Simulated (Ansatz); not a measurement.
## Be: a prediction, then the measurements

Level of theory: DFT PBE, scalar-relativistic, plane waves, PAW in Ansatz.

Settings: cutoff 420 eV, Γ-centred mesh 30×30×16 on the computed 2-atom cell, Gaussian smearing of 0.10 eV; no spin polarisation.

Relaxed structure:

```yaml
crystal:
  lattice:
    - [2.26454, 0.00000, 0.00000]
    - [-1.13227, 1.96115, 0.00000]
    - [0.00000, 0.00000, 3.56152]
  atoms:
    - { symbol: Be, position: [0.66667, 0.33333, 0.75000] }
    - { symbol: Be, position: [0.33333, 0.66667, 0.25000] }
```

| Property | Result |
| --- | --- |
| Space group | P6_3/mmc (No. 194) |
| Volume per atom | 53.4 bohr³ |
| Energy over the standard state (uncorrected) | 0.000 eV/atom |
| Kohn–Sham band gap | none (metal) |
| Density of states at the Fermi level | 0.1 states/eV per cell |

**Against measurements.**

A measured lattice constant a of Be is 2.27 Å (a printed reference work (data compilation)); the calculated 2.265 Å falls short of it by 0.2 %. A measured lattice constant c of Be is 3.58 Å (a printed reference work (textbook)); the calculated 3.562 Å falls short of it by 0.5 %. The calculation is for 0 K without zero-point motion.

The cell was reached from a generator's guess, though it ends in a space group that the Crystallography Open Database lists for this formula.
